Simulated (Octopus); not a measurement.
Si: single point with PBEsol

Si:

```xyz
4
Lattice="0.0000 2.6599 4.6432 2.4223 0.0000 4.6432 2.4223 2.6599 0.0000" Properties=species:S:1:pos:R:3 pbc="T T T"
Si    2.4604    2.6980    2.0344
Si    2.3826    2.7247    7.3415
Si    2.4294    1.4186    4.6124
Si    2.3821    3.8645    4.6285
```

This isn't the form of Si at room conditions, which is diamond.

The cell isn't the ideal one: atoms moved at random, drawn with an rms of 0.05 Å.

```json
{"Program": "Octopus 16.4", "Task": "single point", "Functional": "PBEsol", "Potentials or basis": "pseudodojo_pbesol (PseudoDojo 0.4, PBEsol)", "Grid spacing": "0.206 × 0.201 × 0.200 Å", "k mesh": "8 × 8 × 8", "Occupations": "fermi-dirac, width 0.05 eV", "Spin": "no spin polarisation", "Eigensolver": "chebyshev_filter", "k-point symmetries used": "yes", "ConvRelDens": "3e-07", "ExtraStates": "8", "DerivativesOrder": "8"}
```

```
Largest force          : 1.109 eV/Å
Band gap on the k mesh : none (metal or under the smearing width)
```

Forces on the atoms (eV/Å):
```
Si  -0.448 -0.047  0.064
Si   0.403 -0.330 -0.980
Si  -0.337  0.576  0.635
Si   0.382 -0.199  0.281
```

Levels at points of the mesh, in eV from the Fermi level:
| k point | band 6 | band 7 | band 8 | band 9 | band 10 | band 11 |
| --- | --- | --- | --- | --- | --- | --- |
| (0.00, 0.00, 0.00) | -2.33 | -1.81 | -1.75 | -1.16 | 1.10 | 1.82 |
| (0.50, 0.00, 0.00) | -1.45 | -1.33 | 0.08 | 0.30 | 0.86 | 3.02 |
| (0.00, 0.50, 0.00) | -1.48 | -1.28 | 0.16 | 0.53 | 0.64 | 3.00 |
| (0.00, 0.00, 0.50) | -1.42 | -1.26 | 0.11 | 0.42 | 0.62 | 3.09 |
| (0.50, 0.50, 0.00) | -2.31 | -0.24 | 1.14 | 1.69 | 2.86 | 3.19 |
| (0.50, 0.00, 0.50) | -5.04 | -2.96 | -2.46 | -2.20 | -1.61 | 5.08 |
| (0.00, 0.50, 0.50) | -6.37 | -2.48 | -1.93 | -1.75 | 1.13 | 4.52 |
| (0.50, 0.50, 0.50) | -1.39 | -1.26 | 0.16 | 0.44 | 0.61 | 3.00 |

Wall time 43 min on 1 thread of AMD EPYC 7571, with other jobs on the host, peak memory 3.5 GiB.
